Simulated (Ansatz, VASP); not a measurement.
## Os: VASP beside Ansatz

```
CELL_PARAMETERS angstrom
2.73410 0.00000 0.00000
-1.36705 2.36780 0.00000
0.00000 0.00000 4.31970
ATOMIC_POSITIONS crystal
Os 0.65888 0.31974 0.75917
Os 0.32855 0.66495 0.24603
```

Change from the starting cell: atoms moved at random, drawn with an rms of 0.05 Å.

Alike in both runs: task single point; functional PBE; k mesh 11 × 11 × 6; occupations fermi-dirac, width 0.05 eV; no spin polarisation.

```csv
,VASP,Ansatz
version,VASP 6.6.1,Ansatz 0.2.0
potentials or method,"VASP PAW PBE potentials, release 64 (Os)",Ansatz PAW
plane-wave cutoff (eV),520,420
valence electrons in the cell,16,32
```

Ansatz gave:

| Property | Result |
| --- | --- |
| gap on the k mesh at the Fermi level (eV) | none |
| pressure (GPa) | 9.7 |
| largest component of the traceless stress (GPa) | 1.32 |
| rms of the force components (eV/Å) | 0.608 |

Problem. Which values does VASP return?

Solution. gap on the k mesh at the Fermi level (eV): none; pressure (GPa): 9.7; largest component of the traceless stress (GPa): 1.23; rms of the force components (eV/Å): 0.601.

Atom by atom the forces differ by 0.008 eV/Å (rms over components). A gap of «none» marks a metal or a gap that the smearing closes. The functional is the same, so the differences come from potentials, cutoffs and numerics. The two sets of potentials don't hold the same shells in valence.

Spin-orbit coupling is left out, which matters for the levels of Os.
